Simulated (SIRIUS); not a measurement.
# Be (P6_3/mmc) in SIRIUS: equation of state

Aim: energy against volume of Be in PBE, for its equilibrium volume and stiffness.

Everything below comes from runs of SIRIUS 7.12.0. Logs are shortened: lines on timing, memory, paths and dates and some standing lists are left out, and cuts for length are marked. The log counts tension as positive stress, the text compression.

## (1) Starting point

Symmetry: P6_3/mmc, No. 194, hexagonal system. The conventional cell has a = 2.285 Å, b = 2.285 Å, c = 3.584 Å, α = 90.00°, β = 90.00°, γ = 120.00°. Be (site symmetry -6m2) is surrounded by 12 Be at 2.23 to 2.29 Å.

## (2) Equation of state, PBE, 7.62 Å³/atom (volume scaled by 0.94)

The input, sirius.json:

```json
{
  "control": {
    "processing_unit": "cpu",
    "std_evp_solver_name": "lapack",
    "gen_evp_solver_name": "lapack",
    "verbosity": 2,
    "print_forces": false,
    "ortho_rf": true,
    "use_second_variation": true,
    "rmt_max": 3.0,
    "num_bands_to_print": 11,
    "save_wf": true
  },
  "parameters": {
    "electronic_structure_method": "full_potential_lapwlo",
    "xc_functionals": ["XC_GGA_X_PBE", "XC_GGA_C_PBE"],
    "core_relativity": "dirac",
    "valence_relativity": "iora",
    "num_fv_states": 11,
    "smearing": "fermi_dirac",
    "smearing_width": 0.0018374661,
    "pw_cutoff": 20,
    "gk_cutoff": 3.42,
    "lmax_apw": 10,
    "lmax_rho": 8,
    "lmax_pot": 8,
    "num_mag_dims": 0,
    "auto_rmt": 0,
    "ngridk": [13, 13, 8],
    "shiftk": [0, 0, 0],
    "num_dft_iter": 80,
    "energy_tol": 1e-07,
    "density_tol": 1e-05,
    "use_symmetry": true
  },
  "settings": {"tol_ne": 1e-10},
  "iterative_solver": {"type": "exact"},
  "mixer": {"type": "anderson", "beta": 0.5, "max_history": 8},
  "unit_cell": {
    "lattice_vectors": [[4.230431863, 0.0, 0.0], [-2.1152159315, 3.6636614625, 0.0], [0.0, 0.0, 6.6348898981]],
    "atom_types": ["Be"],
    "atom_files": {"Be": "Be.json"},
    "atoms": {"Be": [[0.6666666667, 0.3333333333, 0.75], [0.3333333333, 0.6666666667, 0.25]]}
  }
}
```

The input, Be.json:

```json
{
  "name": "beryllium",
  "symbol": "Be",
  "number": 4,
  "mass": 9.012182,
  "rmin": 1e-06,
  "rmt": 1.9,
  "nrmt": 800,
  "rinf": 16.55,
  "core": "",
  "valence": [
    {"basis": [{"enu": 0.08, "dme": 0, "n": 0, "auto": 0}, {"enu": 0.08, "dme": 1, "n": 0, "auto": 0}]},
    {"l": 0, "n": 1, "basis": [{"enu": 0.18, "dme": 0, "n": 0, "auto": 0}]},
    {"l": 1, "n": 2, "basis": [{"enu": 0.18, "dme": 0, "n": 0, "auto": 0}]},
    {"l": 2, "n": 3, "basis": [{"enu": 0.18, "dme": 0, "n": 0, "auto": 0}]},
    {"l": 3, "n": 4, "basis": [{"enu": 0.18, "dme": 0, "n": 0, "auto": 0}]}
  ],
  "lo": [
    {"l": 0, "basis": [{"enu": 0.18, "dme": 0, "n": 0, "auto": 0}, {"enu": 0.18, "dme": 1, "n": 0, "auto": 0}]},
    {
      "l": 0,
      "basis": [{"enu": -3.4698, "dme": 0, "n": 1, "auto": 1}, {"enu": -3.4698, "dme": 1, "n": 1, "auto": 1}]
    },
    {
      "l": 0,
      "basis": [{"enu": -3.4698, "dme": 1, "n": 1, "auto": 1}, {"enu": 0.18, "dme": 0, "n": 0, "auto": 0}]
    },
    {"l": 0, "basis": [{"enu": 0.18, "dme": 0, "n": 0, "auto": 0}, {"enu": 4.6121, "dme": 0, "n": 0, "auto": 0}]},
    {"l": 1, "basis": [{"enu": 0.18, "dme": 0, "n": 0, "auto": 0}, {"enu": 0.18, "dme": 1, "n": 0, "auto": 0}]},
    {"l": 1, "basis": [{"enu": 0.18, "dme": 1, "n": 0, "auto": 0}, {"enu": 0.18, "dme": 2, "n": 0, "auto": 0}]},
    {"l": 1, "basis": [{"enu": 0.18, "dme": 0, "n": 0, "auto": 0}, {"enu": 4.0027, "dme": 0, "n": 0, "auto": 0}]},
    {"l": 2, "basis": [{"enu": 0.18, "dme": 0, "n": 0, "auto": 0}, {"enu": 0.18, "dme": 1, "n": 0, "auto": 0}]},
    {"l": 2, "basis": [{"enu": 0.18, "dme": 1, "n": 0, "auto": 0}, {"enu": 0.18, "dme": 2, "n": 0, "auto": 0}]},
    {"l": 3, "basis": [{"enu": 0.18, "dme": 0, "n": 0, "auto": 0}, {"enu": 0.18, "dme": 1, "n": 0, "auto": 0}]}
  ],
  "free_atom": [... radial grid and density of the free atom, the start of the SCF ...]
}
```

The input, sirius_start.json:

```json
{
  "control": {
    "processing_unit": "cpu",
    "std_evp_solver_name": "lapack",
    "gen_evp_solver_name": "lapack",
    "verbosity": 1,
    "print_forces": false,
    "ortho_rf": true,
    "use_second_variation": true,
    "rmt_max": 3.0,
    "num_bands_to_print": 11,
    "save_wf": false
  },
  "parameters": {
    "electronic_structure_method": "full_potential_lapwlo",
    "xc_functionals": ["XC_LDA_X", "XC_LDA_C_PW"],
    "core_relativity": "dirac",
    "valence_relativity": "iora",
    "num_fv_states": 11,
    "smearing": "fermi_dirac",
    "smearing_width": 0.0055123983,
    "pw_cutoff": 20,
    "gk_cutoff": 2.74,
    "lmax_apw": 10,
    "lmax_rho": 8,
    "lmax_pot": 8,
    "num_mag_dims": 0,
    "auto_rmt": 0,
    "ngridk": [5, 5, 3],
    "shiftk": [0, 0, 0],
    "num_dft_iter": 30,
    "energy_tol": 0.01,
    "density_tol": 0.05,
    "use_symmetry": true
  },
  "settings": {"tol_ne": 1e-10},
  "iterative_solver": {"type": "exact"},
  "mixer": {"type": "anderson", "beta": 0.5, "max_history": 8},
  "unit_cell": {
    "lattice_vectors": [[4.230431863, 0.0, 0.0], [-2.1152159315, 3.6636614625, 0.0], [0.0, 0.0, 6.6348898981]],
    "atom_types": ["Be"],
    "atom_files": {"Be": "Be.json"},
    "atoms": {"Be": [[0.6666666667, 0.3333333333, 0.75], [0.3333333333, 0.6666666667, 0.25]]}
  }
}
```

Potentials or basis: all-electron FP-LAPW, apw+lo standard.

The run is started by

```bash
$ OMP_NUM_THREADS=1 sirius.scf --input=sirius_start.json --output=start.json
$ OMP_NUM_THREADS=1 sirius.scf --input=sirius.json --output=output.json --task=1
```

Output:

```text
[info] SIRIUS version : 7.12.0
[info] number of MPI ranks           : 1
[info] MPI grid                      : 1 1
[info] maximum number of OMP threads : 1
[fft] FFT context for density and potential
[fft] =====================================
[fft]   plane wave cutoff                     : 20
[fft]   grid size                             : 30 30 45   total : 40500
[fft]   grid limits                           : -14 15   -14 15   -22 22
[fft]   number of G-vectors within the cutoff : 13993
[fft]   number of G-shells                    : 770
[fft] FFT context for coarse grid
[fft] =====================================
[fft]   plane wave cutoff                     : 6.84
[fft]   grid size                             : 12 12 18   total : 2592
[fft]   grid limits                           : -5 6   -5 6   -8 9
[fft]   number of G-vectors within the cutoff : 561
[fft]   number of G-shells                    : 48
[unit cell] lattice vectors
[unit cell]   a1 :       4.2304318630      0.0000000000      0.0000000000
[unit cell]   a2 :      -2.1152159315      3.6636614625      0.0000000000
[unit cell]   a3 :       0.0000000000      0.0000000000      6.6348898981
[unit cell] reciprocal lattice vectors
[unit cell]   b1 :       1.4852349620      0.8575008051     -0.0000000000
[unit cell]   b2 :       0.0000000000      1.7150016101      0.0000000000
[unit cell]   b3 :       0.0000000000     -0.0000000000      0.9469916462
[unit cell] unit cell volume :       102.83329723 [a.u.^3]
[unit cell] 1/sqrt(omega)    :         0.09861276
[unit cell] MT volume        :        57.46182403 (55.88%)
[unit cell] IT volume        :        45.37147320 (44.12%)
[unit cell] number of atom types : 1
[unit cell] type id : 0 symbol : Be mt_radius :   1.900000 num_atoms : 2
[unit cell] total number of atoms : 2
[unit cell] number of symmetry classes : 1
[unit cell] atom id  type id  class id             position                      vector_field
[unit cell] ------------------------------------------------------------------------------------------
[unit cell]      0        0        0      0.66667   0.33333   0.75000      0.00000   0.00000   0.00000
[unit cell]      1        0        0      0.33333   0.66667   0.25000      0.00000   0.00000   0.00000
[unit cell] atom id         position (Cartesian, a.u.)
[unit cell] ---------------------------------------------
[unit cell]      0       2.115216    1.221220    4.976167
[unit cell]      1      -0.000000    2.442441    1.658722
[unit cell] class id : 0 atom id : 0 1
[unit cell] minimum bond length:     4.119582
[sym] space group number   : 194
[sym] international symbol : P6_3/mmc
[sym] Hall symbol          : -P 6c 2c
[sym] space group transformation matrix :
[sym]   1.0000  0.0000  0.0000
[sym]   0.0000  1.0000  0.0000
[sym]   0.0000  0.0000  1.0000
[sym] space group origin shift :
[sym]   0.0000  0.0000  0.0000
[sym] number of space group operations  : 24
[sym] number of magnetic group operations : 24
[sym] metric tensor error: 1.1934e-09
[sym] rotation matrix error: 7.6999e-11
[sym]
[... 270 lines left out ...]
[find] interstitial charge   : 1.777738
[find] total charge          : 8.000000
[find] Energy
[find] --------------------------------------------------------------------------------
[find] valence_eval_sum               :     -13.36137392
[find] core_eval_sum                  :       0.00000000
[find] kinetic energy                 :      29.13765383
[find] enuc                           :     -35.38576836
[find] <rho|V^{XC}>                   :      -7.48165633
[find] <rho|E^{XC}>                   :      -5.83479410
[find] <mag|B^{XC}>                   :       0.00000000
[find] <rho|V^{H}>                    :     -35.01737142
[find] smearing (-TS)                 :      -0.00003743
[find] SCF correction                 :       0.05212855
[find] Total energy                   :     -29.53946579 (Ha),     -59.07893159 (Ry)
[find] Free energy (E-TS)             :     -29.53950322 (Ha),     -59.07900644 (Ry)
[find] band gap (eV)                  :       0.00000000
[find] Efermi                         :       0.26346535
[find] iteration : 0, RMS (target) : 7.6678e-02 (1.0000e-05) , energy difference (target) : -2.9539e+01 (1.0000e-07)
[find] +------------------------------+
[find] | SCF iteration   1 out of  80|
[find] +------------------------------+
[generate_radial_functions] Linearization energies
[generate_radial_functions] Atom : Be, class id : 0
[generate_radial_functions] augmented waves
[generate_radial_functions] local orbitals
[generate_radial_functions] {l: 0, n: 1, enu: -3.40857, dme: 0, auto: 1}
[generate_radial_functions] {l: 0, n: 1, enu: -3.40857, dme: 1, auto: 1}
[generate_radial_functions] {l: 0, n: 1, enu: -3.40857, dme: 1, auto: 1}
[diagonalize] Lowest band energies
[diagonalize] ik:    0   -3.409578   -3.408375   -0.153557    0.104464    0.318914    0.873295    0.873295    0.981492    0.981492    1.066564    1.288636
[diagonalize] ik:    1   -3.409529   -3.408363   -0.147242    0.112848    0.320521    0.822533    0.836646    0.982243    0.999388    1.053417    1.204721
[diagonalize] ik:    2   -3.409392   -3.408317   -0.128279    0.137966    0.324352    0.714212    0.774943    0.975350    1.002698    1.002809    1.090601
[diagonalize] ik:    3   -3.409189   -3.408254   -0.096640    0.179641    0.325066    0.602641    0.717784    0.902190    0.920325    0.979686    1.023442
[diagonalize] ik:    4   -3.408957   -3.408208   -0.052455    0.237349    0.304812    0.525681    0.672644    0.774406    0.819964    0.950577    1.014356
[diagonalize] ...
[diagonalize] ik:  100   -3.408374   -3.408374    0.148907    0.148907    0.342487    0.342487    0.606309    0.606309    0.868845    0.868845    1.173200
[diagonalize] ik:  101   -3.408437   -3.408437    0.096602    0.096602    0.445118    0.445118    0.576203    0.576203    0.853765    0.853765    1.208707
[diagonalize] ik:  102   -3.408366   -3.408366    0.152280    0.152280    0.362522    0.362522    0.550309    0.550309    0.873407    0.873407    1.201825
[diagonalize] ik:  103   -3.408338   -3.408338    0.187771    0.187771    0.316648    0.316648    0.542769    0.542769    0.882099    0.882099    1.196567
[diagonalize] ik:  104   -3.408327   -3.408327    0.207890    0.207890    0.303591    0.303591    0.518186    0.518186    0.887244    0.887244    1.188911
[generate_core_charge_density] atom class : 0
[find] Total energy                   :     -29.53941177 (Ha),     -59.07882354 (Ry)
[find] iteration : 1, RMS (target) : 3.2656e-02 (1.0000e-05) , energy difference (target) : 5.4025e-05 (1.0000e-07)
[find] Total energy                   :     -29.53942175 (Ha),     -59.07884349 (Ry)
[find] iteration : 2, RMS (target) : 6.3873e-04 (1.0000e-05) , energy difference (target) : -9.9766e-06 (1.0000e-07)
[find] Total energy                   :     -29.53942182 (Ha),     -59.07884364 (Ry)
[find] iteration : 3, RMS (target) : 2.4261e-05 (1.0000e-05) , energy difference (target) : -7.2804e-08 (1.0000e-07)
[find] Total energy                   :     -29.53942182 (Ha),     -59.07884363 (Ry)
[find] iteration : 4, RMS (target) : 1.3713e-05 (1.0000e-05) , energy difference (target) : 2.6474e-09 (1.0000e-07)
[find] Charges and magnetic moments
[find] --------------------------------------------------------------------------------
[find] atom      charge    core leakage
[find] --------------------------------------------------------------------------------
[find]    0    3.110435    0.000000e+00
[find]    1    3.110435    0.000000e+00
[find] total core leakage    : 0.00000000e+00
[find] interstitial charge   : 1.779131
[find] total charge          : 8.000000
[find] Energy
[find] --------------------------------------------------------------------------------
[find] valence_eval_sum               :     -13.27133519
[find] core_eval_sum                  :       0.00000000
[find] kinetic energy                 :      29.40706414
[find] enuc                           :     -35.50679555
[find] <rho|V^{XC}>                   :      -7.50420118
[find] <rho|E^{XC}>                   :      -5.85259350
[find] <mag|B^{XC}>                   :       0.00000000
[find] <rho|V^{H}>                    :     -35.17419815
[find] smearing (-TS)                 :      -0.00003635
[find] SCF correction                 :       0.00000216
[find] Total energy                   :     -29.53942182 (Ha),     -59.07884363 (Ry)
[find] Free energy (E-TS)             :     -29.53945817 (Ha),     -59.07891633 (Ry)
[find] band gap (eV)                  :       0.00000000
[find] Efermi                         :       0.26615676
[find] iteration : 5, RMS (target) : 1.6047e-06 (1.0000e-05) , energy difference (target) : 2.7850e-11 (1.0000e-07)
[find] converged after 6 SCF iterations!
[find] Charges and magnetic moments
[find] --------------------------------------------------------------------------------
[find] atom      charge    core leakage
[find] --------------------------------------------------------------------------------
[find]    0    3.110435    0.000000e+00
[find]    1    3.110435    0.000000e+00
[find] total core leakage    : 0.00000000e+00
[find] interstitial charge   : 1.779131
[find] total charge          : 8.000000
[find] Energy
[find] --------------------------------------------------------------------------------
[find] valence_eval_sum               :     -13.27133519
[find] core_eval_sum                  :       0.00000000
[find] kinetic energy                 :      29.40706414
[find] enuc                           :     -35.50679555
[find] <rho|V^{XC}>                   :      -7.50420118
[find] <rho|E^{XC}>                   :      -5.85259350
[find] <mag|B^{XC}>                   :       0.00000000
[find] <rho|V^{H}>                    :     -35.17419815
[find] smearing (-TS)                 :      -0.00003635
[find] SCF correction                 :       0.00000216
[find] Total energy                   :     -29.53942182 (Ha),     -59.07884363 (Ry)
[find] Free energy (E-TS)             :     -29.53945817 (Ha),     -59.07891633 (Ry)
[find] band gap (eV)                  :       0.00000000
[find] Efermi                         :       0.26615676
```

It took 8.6 s on 1 thread of AMD EPYC 9R45 (Zen 5), shared host; peak memory 0.34 GiB.

What came out:

- Free energy: -803.8096 eV
- Band gap on the k mesh: none (metal or under the smearing width)
- Valence electrons inside the program's atomic spheres: Be 3.11 (radii Be 1.9 bohr)

## (3) Equation of state, PBE, 7.78 Å³/atom (volume scaled by 0.96)

sirius.json, as its differences from that of step 2:

```diff
@@ -39,3 +39,3 @@
   "unit_cell": {
-    "lattice_vectors": [[4.230431863, 0.0, 0.0], [-2.1152159315, 3.6636614625, 0.0], [0.0, 0.0, 6.6348898981]],
+    "lattice_vectors": [[4.2602246184, 0.0, 0.0], [-2.1301123092, 3.6894627455, 0.0], [0.0, 0.0, 6.6816160142]],
     "atom_types": ["Be"],
```

Be.json is that of step 2.

sirius_start.json, as its differences from that of step 2:

```diff
@@ -39,3 +39,3 @@
   "unit_cell": {
-    "lattice_vectors": [[4.230431863, 0.0, 0.0], [-2.1152159315, 3.6636614625, 0.0], [0.0, 0.0, 6.6348898981]],
+    "lattice_vectors": [[4.2602246184, 0.0, 0.0], [-2.1301123092, 3.6894627455, 0.0], [0.0, 0.0, 6.6816160142]],
     "atom_types": ["Be"],
```

Potentials or basis: all-electron FP-LAPW, apw+lo standard.

The run is started by

```bash
$ OMP_NUM_THREADS=1 sirius.scf --input=sirius_start.json --output=start.json
$ OMP_NUM_THREADS=1 sirius.scf --input=sirius.json --output=output.json --task=1
```

Wall time 8.9 s (1 thread of AMD EPYC 9R45 (Zen 5), shared host); peak memory 0.34 GiB.

The run converged. Its results:

```
Free energy                                           : -803.8167 eV
Band gap on the k mesh                                : none (metal or under the smearing width)
Valence electrons inside the program's atomic spheres : Be 3.09 (radii Be 1.9 bohr)
```

## (4) Equation of state, PBE, 7.94 Å³/atom (volume scaled by 0.98)

sirius.json, as its differences from that of step 3:

```diff
@@ -39,3 +39,3 @@
   "unit_cell": {
-    "lattice_vectors": [[4.2602246184, 0.0, 0.0], [-2.1301123092, 3.6894627455, 0.0], [0.0, 0.0, 6.6816160142]],
+    "lattice_vectors": [[4.2896064064, 0.0, 0.0], [-2.1448032032, 3.7149081202, 0.0], [0.0, 0.0, 6.7276975808]],
     "atom_types": ["Be"],
```

The input, Be.json:

```json
{
  "name": "beryllium",
  "symbol": "Be",
  "number": 4,
  "mass": 9.012182,
  "rmin": 1e-06,
  "rmt": 1.9,
  "nrmt": 800,
  "rinf": 16.55,
  "core": "",
  "valence": [
    {"basis": [{"enu": 0.07, "dme": 0, "n": 0, "auto": 0}, {"enu": 0.07, "dme": 1, "n": 0, "auto": 0}]},
    {"l": 0, "n": 1, "basis": [{"enu": 0.17, "dme": 0, "n": 0, "auto": 0}]},
    {"l": 1, "n": 2, "basis": [{"enu": 0.17, "dme": 0, "n": 0, "auto": 0}]},
    {"l": 2, "n": 3, "basis": [{"enu": 0.17, "dme": 0, "n": 0, "auto": 0}]},
    {"l": 3, "n": 4, "basis": [{"enu": 0.17, "dme": 0, "n": 0, "auto": 0}]}
  ],
  "lo": [
    {"l": 0, "basis": [{"enu": 0.17, "dme": 0, "n": 0, "auto": 0}, {"enu": 0.17, "dme": 1, "n": 0, "auto": 0}]},
    {
      "l": 0,
      "basis": [{"enu": -3.4798, "dme": 0, "n": 1, "auto": 1}, {"enu": -3.4798, "dme": 1, "n": 1, "auto": 1}]
    },
    {
      "l": 0,
      "basis": [{"enu": -3.4798, "dme": 1, "n": 1, "auto": 1}, {"enu": 0.17, "dme": 0, "n": 0, "auto": 0}]
    },
    {"l": 0, "basis": [{"enu": 0.17, "dme": 0, "n": 0, "auto": 0}, {"enu": 4.6021, "dme": 0, "n": 0, "auto": 0}]},
    {"l": 1, "basis": [{"enu": 0.17, "dme": 0, "n": 0, "auto": 0}, {"enu": 0.17, "dme": 1, "n": 0, "auto": 0}]},
    {"l": 1, "basis": [{"enu": 0.17, "dme": 1, "n": 0, "auto": 0}, {"enu": 0.17, "dme": 2, "n": 0, "auto": 0}]},
    {"l": 1, "basis": [{"enu": 0.17, "dme": 0, "n": 0, "auto": 0}, {"enu": 3.9927, "dme": 0, "n": 0, "auto": 0}]},
    {"l": 2, "basis": [{"enu": 0.17, "dme": 0, "n": 0, "auto": 0}, {"enu": 0.17, "dme": 1, "n": 0, "auto": 0}]},
    {"l": 2, "basis": [{"enu": 0.17, "dme": 1, "n": 0, "auto": 0}, {"enu": 0.17, "dme": 2, "n": 0, "auto": 0}]},
    {"l": 3, "basis": [{"enu": 0.17, "dme": 0, "n": 0, "auto": 0}, {"enu": 0.17, "dme": 1, "n": 0, "auto": 0}]}
  ],
  "free_atom": [... radial grid and density of the free atom, the start of the SCF ...]
}
```

sirius_start.json, as its differences from that of step 3:

```diff
@@ -39,3 +39,3 @@
   "unit_cell": {
-    "lattice_vectors": [[4.2602246184, 0.0, 0.0], [-2.1301123092, 3.6894627455, 0.0], [0.0, 0.0, 6.6816160142]],
+    "lattice_vectors": [[4.2896064064, 0.0, 0.0], [-2.1448032032, 3.7149081202, 0.0], [0.0, 0.0, 6.7276975808]],
     "atom_types": ["Be"],
```

The run is started by

```bash
$ OMP_NUM_THREADS=1 sirius.scf --input=sirius_start.json --output=start.json
$ OMP_NUM_THREADS=1 sirius.scf --input=sirius.json --output=output.json --task=1
```

Run time: 8.8 s. Hardware: 1 thread of AMD EPYC 9R45 (Zen 5), shared host; peak memory 0.35 GiB.

The run converged. Its results:

* Free energy: -803.8184 eV
* Band gap on the k mesh: none (metal or under the smearing width)
* Valence electrons inside the program's atomic spheres: Be 3.07 (radii Be 1.9 bohr)

(Part 1 of 2 ends here.)
